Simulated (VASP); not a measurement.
Here is a VASP 6.6.1 calculation.

Contents of INCAR:

```
SYSTEM = C
PREC = Accurate
ENCUT = 600
EDIFF = 1E-7
ISMEAR = 0
SIGMA = 0.03
LREAL = .False.
LASPH = .True.
NELM = 80
ALGO = Normal
ISIF = 3
LWAVE = .False.
LCHARG = .False.
GGA = RP
IBRION = 2
NSW = 90
EDIFFG = -0.005
```

Contents of KPOINTS:

```
Automatic mesh
0
Gamma
  12 12 4
  0 0 0
```

File POSCAR:

```
C                                       
1.0
    2.4776596225      0.0000000000     -0.0000000000
   -1.2388298112      2.1457161753      0.0000000000
   -0.0000000000      0.0000000000      9.0259031167
  C             
     4
Direct
     0.0000000000000000    0.0000000000000000    0.2500000000000000
     0.0000000000000000    0.0000000000000000    0.7500000000000000
     0.3333333300000021    0.6666666699999979    0.2500000000000000
     0.6666666699999979    0.3333333300000021    0.7500000000000000
```

Potentials or basis: VASP PAW PBE potentials, release 64 (C).

Command:

```bash
$ cat potpaw_PBE.64/C/POTCAR > POTCAR
$ mpirun -np 1 vasp_std > vasp.out
```

Problem. Estimate the space group after relaxing (to 0.05 Å).

Solution. P6_3/mmc (No. 194).

Problem. Estimate the relaxed cell.

Solution. a = 2.477 Å, b = 2.477 Å, c = 9.025 Å, α = 90.00°, β = 90.00°, γ = 120.00°.

Problem. Estimate the band gap on the k mesh.

Solution. None (metal or under the smearing width).

Final structure:
```yaml
crystal:
  lattice:
    - [2.47717, 0.00000, 0.00000]
    - [-1.23858, 2.14529, 0.00000]
    - [0.00000, 0.00000, 9.02526]
  atoms:
    - { symbol: C, position: [0.00000, 0.00000, 0.25000] }
    - { symbol: C, position: [0.00000, 0.00000, 0.75000] }
    - { symbol: C, position: [0.33333, 0.66667, 0.25000] }
    - { symbol: C, position: [0.66667, 0.33333, 0.75000] }
```
